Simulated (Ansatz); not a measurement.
# GaN (CsCl type): the cost of one run

Computed with Ansatz 0.2.0 (DFT PBE, with the methods named in each step, unless a step's input says otherwise).

## 1. The structure to begin with

The structure is cubic, space group Pm-3m (No. 221). Conventional cell: a = 2.743 Å, b = 2.743 Å, c = 2.743 Å, α = 90.00°, β = 90.00°, γ = 90.00°. Ga (site symmetry m-3m) is surrounded by 8 N at 2.38 Å. N (site symmetry m-3m) is surrounded by 8 Ga at 2.38 Å.

Coordinates:

```cif
data_structure
_symmetry_space_group_name_H-M 'P 1'
_symmetry_Int_Tables_number 1
_cell_length_a 2.7432
_cell_length_b 2.7432
_cell_length_c 2.7432
_cell_angle_alpha 90.000
_cell_angle_beta 90.000
_cell_angle_gamma 90.000
_cell_volume 20.64
loop_
_atom_site_label
_atom_site_type_symbol
_atom_site_fract_x
_atom_site_fract_y
_atom_site_fract_z
_atom_site_occupancy
Ga1 Ga 0.00000 0.00000 0.00000 1
N1 N 0.50000 0.50000 0.50000 1
```

Whether this phase is the stable one at these pressures isn't tested.

Atoms are numbered in the order of the input: Ga1, N2.

## 2. The reference volume, LAPW

File input.yaml:

```yaml
crystal:
  lattice:
    - [2.7432025431, 0.0, 0.0]
    - [0.0, 2.7432025431, 0.0]
    - [0.0, 0.0, 2.7432025431]
  atoms:
    - { symbol: Ga, position: [0.0, 0.0, 0.0] }
    - { symbol: "N", position: [0.5, 0.5, 0.5] }
kpoints:
  mp_grid: { grid: [14, 14, 14] }
  band_path:
    path:
      - [0.0, 0.0, 0.0]
      - [0.0, 0.5, 0.0]
      - [0.5, 0.5, 0.0]
      - [0.0, 0.0, 0.0]
      - [0.5, 0.5, 0.5]
      - [0.0, 0.5, 0.0]
      - [0.5, 0.5, 0.5]
      - [0.5, 0.5, 0.0]
    npoints: 14
scf:
  occupations: { method: fermi_dirac, width: 0.08 }
hamiltonian:
  xc: pbe
  pseudopotentials: { kind: all_electron, lapw: { basis_error: 0.001 } }
output:
  forces: true
  stress: true
  eigenvalues: true
  populations: true
  dos: { projected: true, de: 0.2, e_range: [-14, 8] }
```

On the command line:

```bash
$ ansatz run input.yaml --threads 1 --pin off --max-ram 2048MiB --backend cpu --events-out ev --progress --plain --runs-dir out
```

Q: Estimate wall time and peak memory on 1 thread of Arm Neoverse V1, shared host.

About 21 s, with a peak of 0.38 GiB.
